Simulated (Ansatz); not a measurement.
BeO:
```
BeO
1.0
    2.69026     0.00000     0.00000
   -1.34513     2.32984     0.00000
    0.00000     0.00000     4.36940
Be O
2 2
Direct
  0.33333   0.66667   0.99990
  0.66667   0.33333   0.49990
  0.33333   0.66667   0.37760
  0.66667   0.33333   0.87760
```

Relaxed with r²SCAN.

**Question.** Map the electron localisation function on the plane through (0.333, 0.667, 1.000) spanned by u = [0, 0, 1] and v = [1, -1, 0] in lattice vectors, from the program Ansatz at the r²SCAN level (PAW).

**Answer.** x is the fraction of u, y of v (the angle between them is 90°; rows are the nearest grid lines); atoms in the plane: Be at (0.00, 0.00), Be at (0.50, 0.33), O at (0.38, 0.00), O at (0.88, 0.33).
```
|00179996237886200000000|
|00069997458986200000000|
|00058998889985100000000|
|00026889999873100001100|
|00013577888752000000110|
|00001234555421000000000|
|00000001111100000000000|
|00000000000000000000000|
|00000000000000000000000|
|00000000000000000000000|
|31000000000000001233433|
|64100000011000124667776|
|86300000110000257889998|
|97410000100000479998899|
|98510000000000699976689|
|88620000000001799962378|
|98620000000000799963479|
|98510012220000589987899|
|97310146787410268999999|
|96212578999851136899999|
|62125799999973112578986|
|00048998889985100234420|
|00069997458986200000000|
|00179996237886200000000|
```
Scale: ten equal steps from -0.001 (start of '0') to 0.870 (end of '9'), in the order '0123456789'; x runs from 0.000 to 1.00, y from 0.000 (bottom) to 1.00 (top).

The density is the valence pseudo-density with augmentation charge, so density and ELF within about 1 Å of a nucleus are not all-electron values.

Space group P6_3mc (wurtzite). The r²SCAN relaxation kept the symmetry of its start; phonons on a q-mesh show no instability.

Potentials: the earlier of the program's two PAW sets.
